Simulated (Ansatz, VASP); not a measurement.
**LiH in VASP and in Ansatz**

Contents of POSCAR:

```
LiH
1.0
    0.0000000000      2.0367500000      2.0367500000
    2.0367500000      0.0000000000      2.0367500000
    2.0367500000      2.0367500000      0.0000000000
Li H
1 1
Direct
    0.0000000000      0.0000000000      0.0000000000
    0.5000000000      0.5000000000      0.5000000000
```

Contents of INCAR.step1:

```
PREC     = Accurate       # precision mode
ENCUT    = 520            # plane-wave cutoff, eV
EDIFF    = 1E-5           # SCF threshold, eV
ISMEAR   = -1             # smearing method
SIGMA    = 0.05           # smearing width, eV
LREAL    = False          # projectors in reciprocal space
LASPH    = True           # aspherical terms in the spheres
NELM     = 60             # most SCF steps
ALGO     = Normal         # electronic algorithm
ISIF     = 2              # what is computed and relaxed
LWAVE    = True           # write WAVECAR
LCHARG   = False          # write CHGCAR
NBANDS   = 9              # bands
GGA      = PE             # functional
```

File INCAR.step2:

```
PREC     = Accurate       # precision mode
ENCUT    = 520            # plane-wave cutoff, eV
EDIFF    = 1E-6           # SCF threshold, eV
ISMEAR   = -1             # smearing method
SIGMA    = 0.05           # smearing width, eV
LREAL    = False          # projectors in reciprocal space
LASPH    = True           # aspherical terms in the spheres
NELM     = 60             # most SCF steps
ALGO     = Normal         # electronic algorithm
ISIF     = 2              # what is computed and relaxed
LWAVE    = False          # write WAVECAR
LCHARG   = False          # write CHGCAR
GGA      = PE             # functional
LHFCALC  = True           # exact exchange
AEXX     = 0.25           # exact-exchange fraction
PRECFOCK = Normal       
NBANDS   = 9              # bands
ISTART   = 1
```

KPOINTS

```
regular mesh
0
Gamma
  6 6 6
```

Contents of input.yaml:

```yaml
crystal:
  lattice:
    - [0.0, 2.03675, 2.03675]
    - [2.03675, 0.0, 2.03675]
    - [2.03675, 2.03675, 0.0]
  atoms:
    - { symbol: Li, position: [0.0, 0.0, 0.0] }
    - { symbol: H, position: [0.5, 0.5, 0.5] }
hamiltonian:
  xc: pbe0
  pseudopotentials: { kind: paw }
kpoints:
  mp_grid: { grid: [6, 6, 6] }
scf:
  occupations: { method: fermi_dirac, width: 0.05 }
  n_extra_bands: 6
output:
  forces: true
  stress: true
  eigenvalues: true
  dos: { projected: true, de: 0.05 }
```

Alike in both runs: functional PBE0; k mesh 6 × 6 × 6; occupations fermi-dirac, width 0.05 eV; no spin polarisation.

|  | VASP | Ansatz |
| --- | --- | --- |
| version | VASP 6.6.1 | Ansatz 0.2.0 |
| potentials or method | VASP PAW PBE potentials, release 64 (Li_sv, H) | Ansatz PAW |
| plane-wave cutoff (eV) | 520 | 420 |
| valence electrons in the cell | 4 | 4 |
| task | single point | projected density of states |

Ansatz gave:

| Item | Value |
| --- | --- |
| gap on the k mesh at the Fermi level (eV) | 4.70 |
| least direct gap on the mesh (eV) | 4.70 |

Task: Which values does VASP return?

Result: gap on the k mesh at the Fermi level (eV): 4.72; least direct gap on the mesh (eV): 4.72.

The functional is the same, so the differences come from potentials, cutoffs and numerics.

Caveats: the k mesh is coarse (spacing up to 0.45 Å⁻¹), so the values aren't converged, least of all with exact exchange; the density of states is complete only up to the lowest level of the last band computed (Ansatz). A k mesh can miss the band edges.
